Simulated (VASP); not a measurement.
Wanted: the native input for a VASP 6.6.1 run.

```
Task                   : relaxation of cell and atoms
Functional             : r2SCAN
Potentials or basis    : VASP PAW PBE potentials, release 64 (Al, Co)
Cutoff                 : 600 eV
k mesh                 : 14 × 14 × 14
Occupations            : methfessel-paxton, width 0.1 eV
Spin                   : no spin polarisation
Further INCAR settings : ALGO = Normal; EDIFF = 1e-06; IBRION = 2; EDIFFG = -0.01; NSW = 90; ISIF = 3
```

The structure of AlCo lies in POSCAR:

```
AlCo
1.0
    2.8194032100      0.0000000000      0.0000000000
    0.0000000000      2.8194032100      0.0000000000
    0.0000000000      0.0000000000      2.8194032100
Al Co
1 1
Direct
    0.0000000000      0.0000000000      0.0000000000
    0.5000000000      0.5000000000      0.5000000000
```

The cell is a database's computed one.

These files were run (other wordings do the same):

INCAR

```
SYSTEM = AlCo
  PREC = Accurate
  ENCUT = 600
  EDIFF = 1E-6
  ISMEAR = 1
  SIGMA = 0.1
  LREAL = .FALSE.
  LASPH = .TRUE.
  NELM = 80
  ALGO = Normal
  ISIF = 3
  LWAVE = .FALSE.
  LCHARG = .FALSE.
  METAGGA = R2SCAN
  LMIXTAU = .TRUE.
  IBRION = 2
  NSW = 90
  EDIFFG = -0.01
```

KPOINTS

```
Automatic mesh
0
G
  14 14 14
  0 0 0
```

Potentials or basis: VASP PAW PBE potentials, release 64 (Al, Co).

The run is started by

```bash
$ cat potpaw_PBE.64/Al/POTCAR potpaw_PBE.64/Co/POTCAR > POTCAR
$ mpirun -np 1 vasp_std > vasp.out
```

It gave:

- Relaxed volume: 11.24 Å³/atom
- Relaxed cell: a = 2.822 Å, b = 2.822 Å, c = 2.822 Å, α = 90.00°, β = 90.00°, γ = 90.00°
- Space group after relaxing (to 0.05 Å): Pm-3m (No. 221)
- Energy gained by relaxing: 0.0 meV/atom
- Ionic steps: 2
- Pressure after relaxing: 0.0 GPa
- Band gap on the k mesh: none (metal or under the smearing width)

Caveat: the PAW data sets were made with another functional, which shifts forces and pressure a little.

It took 47 s on 1 thread of Intel(R) Xeon(R) 6975P-C (Granite Rapids) (shared host), peak memory 0.17 GiB.
